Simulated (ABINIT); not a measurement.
A run of ABINIT 10.8.3 (patched build):

Contents of run.abi:

```
# Pseudopotentials
pp_dirpath "./"
pseudos "Ge.upf"

# Structure
acell 4.09041 4.0904083904 3.32658 Angstrom
rprim
     1.0000000000     0.0000000000     0.0000000000
    -0.4999989744     0.8660259959     0.0000000000
     0.0000000000     0.0000000000     1.0000000000
ntypat 1
znucl 32
natom 2
typat 1 1
xred
     0.6827060000     0.3373210000     0.1399020000
     0.3174840000     0.6604170000     0.8481450000
chkprim 0
chksymtnons 0
tolsym 1.0e-6

# Plane-wave basis
ecut 39.0

# k points
kptopt 1
ngkpt 6 6 6
nshiftk 1
shiftk 0.0 0.0 0.0

# Exchange and correlation
ixc -116133

# Bands and occupations
nband 18
occopt 3
tsmear 0.00183747

# SCF cycle
nstep 100
tolvrs 1.0e-10

# Output
iomode 3
prtwf 0
prtden 0
prteig 0
prtebands 0
enunit 2
```

Potentials or basis: PseudoDojo NC SR PBEsol v0.4.1 standard.

Run with:

```sh
$ abinit run.abi > log 2>&1
```

Hardware: 1 thread of Arm Neoverse V2, on a shared host.

Q: How long does it take, and how much memory?

A: Run time: 3.5 min on 1 thread of Arm Neoverse V2, with other jobs on the host, peak memory 0.18 GiB. Counts: scf iterations 11, mpi ranks 1, k points 112, bands 18, plane waves 3806.
